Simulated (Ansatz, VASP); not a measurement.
# AlNi: VASP beside Ansatz

```
CELL_PARAMETERS angstrom
2.80374 0.00000 0.00000
0.00000 2.80374 0.00000
0.00000 0.00000 2.80374
ATOMIC_POSITIONS crystal
Al 0.00000 0.00000 0.00000
Ni 0.50000 0.50000 0.50000
```

Alike in both runs: task single point; functional PBEsol; k mesh 14 × 14 × 14; occupations gaussian, width 0.1 eV; no spin polarisation.

|  | VASP | Ansatz |
| --- | --- | --- |
| version | VASP 6.6.1 | Ansatz 0.2.0 |
| potentials or method | VASP PAW PBE potentials, release 64 (Al, Ni) | scalar-relativistic, plane waves, PAW |
| plane-wave cutoff (eV) | 520 | 420 |
| valence electrons in the cell | 13 | 21 |

VASP gave:

* gap on the k mesh at the Fermi level (eV): none
* pressure (GPa): 12.1

What did Ansatz give for the same quantities?

gap on the k mesh at the Fermi level (eV): none; pressure (GPa): 12.3.

A gap of «none» marks a metal or a gap that the smearing closes. The two sets of potentials don't hold the same shells in valence.

Caveats: the PAW data sets were made with another functional, which shifts forces and pressure a little (VASP). Spin polarisation is off, so any magnetic state and its effect on volume and gap are missing.
